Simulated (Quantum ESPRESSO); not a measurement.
SiO2 under changes of volume

One of the cells (13.656 Å³/atom); the others are scaled copies at fixed shape and fractional positions:

```xyz
9
Lattice="5.0611 0.0000 0.0000 -2.5305 4.3830 0.0000 0.0000 0.0000 5.5405" Properties=species:S:1:pos:R:3 pbc="T T T"
Si    2.5305    0.0000    0.0000
Si    1.2653    2.1915    1.8468
Si   -1.2653    2.1915    3.6937
O     1.5838    0.9144    0.9234
O     3.4773    0.9144    4.6171
O     0.0000    1.8288    2.7703
O     0.9467    3.4686    0.9234
O    -0.9467    3.4686    4.6171
O     2.5305    2.5542    2.7703
```

The cell comes from a database or a generator and needn't be the stable form of this composition.

* Program: Quantum ESPRESSO 7.5
* Functional: PBE
* Potentials or basis: SSSP 1.3 efficiency PBE
* Cutoff: 748 eV
* Density cutoff: 5987 eV
* k mesh: 6 × 6 × 5
* Occupations: fermi-dirac, width 0.05 eV
* Spin: no spin polarisation

```tsv
volume (Å³/atom)	energy over the lowest point (meV/atom)	pressure (GPa)	gap on the mesh (eV)	largest force (eV/Å)
12.837	68.53	19.1	6.04	0.819
13.110	39.93	14.1	5.94	0.620
13.383	19.51	9.5	5.83	0.437
13.656	?	?	?	?
13.929	0.21	1.7	5.59	0.114
14.202	0.00	-1.7	5.46	0.028
14.475	5.28	-4.8	5.32	0.158
```

**Question.** What does the run at 13.656 Å³/atom give?

**Answer.** Energy over the lowest point 6.51 meV/atom; pressure 5.4 GPa; gap on the mesh 5.72 eV; largest force 0.269 eV/Å.

Worked out: A Birch-Murnaghan fit of order 3 (a polynomial in V^(-2/3)) to the other rows has its minimum at 14.07 Å³/atom with B0 = V·E''(V) = 174 GPa and B' = 4.1 at fixed shape and positions, which overstates the stiffness. It gives 6.51 meV/atom at 13.656 Å³/atom, against the run's 6.51, and -dE/dV = 5.6 GPa, against 5.4. A parabola through the other rows of the gap, of slope -6.03 eV per unit of ln V there, gives 5.71 eV, against the run's 5.72.

Energies are extrapolated to zero smearing.

Caveats: an odd mesh through Γ misses points on the zone boundary, where band edges often lie.
